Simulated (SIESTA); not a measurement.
ZnSe (Stilleite):

```xyz
2
Lattice="0.0000 2.8338 2.8338 2.8338 0.0000 2.8338 2.8338 2.8338 0.0000" Properties=species:S:1:pos:R:3 pbc="T T T"
Se    4.2507    4.2507    4.2507
Zn    0.0000    0.0000    0.0000
```

Base run:

| Quantity | Value |
| --- | --- |
| Program | SIESTA 5.4.2 |
| Functional | RPBE |
| Potentials or basis | PseudoDojo 0.4 standard (PBE files) |
| Basis | DZP (energy shift 0.003 Ry; two zetas on semicore shells) |
| Grid cutoff | 800 Ry |
| Energy shift | 0.003 Ry |
| k mesh | 8 × 8 × 8 |
| Occupations | fermi-dirac, width 0.05 eV |
| Spin | no spin polarisation |

Its results: band gap on the k mesh 1.78 eV, direct; pressure 5.2 GPa.

Task: After a change of settings the same cell gave: band gap on the k mesh 1.55 eV, direct; pressure 5.1 GPa. Which change was it?
A. functional from RPBE to PBEsol; potentials or basis from PseudoDojo 0.4 standard (PBE files) to PseudoDojo 0.4 standard (PBEsol files)
B. functional from RPBE to BLYP
C. functional from RPBE to LDA; potentials or basis from PseudoDojo 0.4 standard (PBE files) to PseudoDojo 0.4 standard (LDA files)
D. functional from RPBE to AM05; potentials or basis from PseudoDojo 0.4 standard (PBE files) to PseudoDojo 0.4 standard (PBEsol files)

Result: B.

Caveats: short orbitals over semicore shells can move pressures by several GPa; the valence orbitals were made in a potential fitted to the semicore shell under them, which widens gaps by tenths of an eV or more; the potentials were made for another functional, which shifts forces and pressure; the basis of atomic orbitals isn't converged, which shifts pressures, moduli and gaps.

Not every run made on this cell is shown here.
